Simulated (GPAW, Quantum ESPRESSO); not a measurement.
This is a calculation of CaO for GPAW 26.7.0 (ASE script). Atoms were shifted at random by some hundredths of an Å from the given cell, which wasn't relaxed again for these runs. The cell is a database's computed one, not the measured one.

File run.py:

```python
from ase import Atoms
from ase.dft.bandgap import bandgap
from ase.io import write
from ase.units import GPa
from gpaw import GPAW, PW

atoms = Atoms(['Ca', 'O'],
              cell=[[0.0, 2.403555696, 2.403555696],
                    [2.403555696, 0.0, 2.403555696],
                    [2.403555696, 2.403555696, 0.0]],
              scaled_positions=[[0.010868, -0.003936, -0.00569],
                                [0.514541, 0.50652, 0.488573]],
              pbc=True)

calc = GPAW(mode=PW(800),
            xc='PBE',
            kpts={'size': (10, 10, 10), 'gamma': True},
            occupations={'name': 'fermi-dirac', 'width': 0.05},
            nbands=16,
            convergence={'density': 1e-05, 'energy': 1e-05},
            maxiter=150,
            txt='gpaw.txt')
atoms.calc = calc
energy = atoms.get_potential_energy()
forces = atoms.get_forces()
stress = atoms.get_stress()
calc.write('gs.gpw')
write('result.traj', atoms)
print(f'Energy: {energy:.6f} eV')
print('Forces (eV/A):')
print(forces.round(4))
print('Stress (GPa):', (stress / GPa).round(3))
print('Fermi level:', round(calc.get_fermi_level(), 4), 'eV')
print(f'Gap: {bandgap(calc)[0]:.4f} eV, direct: {bandgap(calc, direct=True)[0]:.4f} eV')
```

Potentials or basis: GPAW PAW data sets (gpaw-data 1.2.1), pw.

Launch:

```bash
$ OMP_NUM_THREADS=1 python run.py
```

Task: Translate it to Quantum ESPRESSO 7.5. Potentials or basis there: SSSP 1.3 efficiency PBE, cutoff 748 eV.

Result: As run (cutoffs and basis follow the program's own potentials, and thresholds, step limits or extra output files can differ):

The input pw.in:

```
&CONTROL
  calculation = 'scf'
  prefix = 'pwscf'
  outdir = './tmp'
  pseudo_dir = './pseudo'
  tprnfor = .true.
  tstress = .true.
  disk_io = 'nowf'
/
&SYSTEM
  ibrav = 0
  nat = 2
  ntyp = 2
  ecutwfc = 55
  ecutrho = 440
  nbnd = 14
  occupations = 'smearing'
  smearing = 'fd'
  degauss = 0.00367493
/
&ELECTRONS
  conv_thr = 4d-10
  electron_maxstep = 120
  mixing_beta = 0.5
/
ATOMIC_SPECIES
Ca    40.0780 Ca_pbe_v1.uspp.F.UPF
O     15.9990 O.pbe-n-kjpaw_psl.0.1.UPF
CELL_PARAMETERS angstrom
   0.0000000000    2.4035556960    2.4035556960
   2.4035556960    0.0000000000    2.4035556960
   2.4035556960    2.4035556960    0.0000000000
ATOMIC_POSITIONS crystal
Ca     0.0108680000   -0.0039360000   -0.0056900000
O      0.5145410000    0.5065200000    0.4885730000
K_POINTS automatic
10 10 10 0 0 0
```

Potentials or basis: SSSP 1.3 efficiency PBE.

Launch:

```sh
$ OMP_NUM_THREADS=1 pw.x -in pw.in > pw.out
```

Both were run:

|  | GPAW | Quantum ESPRESSO |
| --- | --- | --- |
| Pressure | 2.2 GPa | 1.5 GPa |
| Largest force | 0.114 eV/Å | 0.108 eV/Å |
| Energy over the undisturbed cell | 1.0 meV/atom | 1.0 meV/atom |

Pressure is positive in compression.
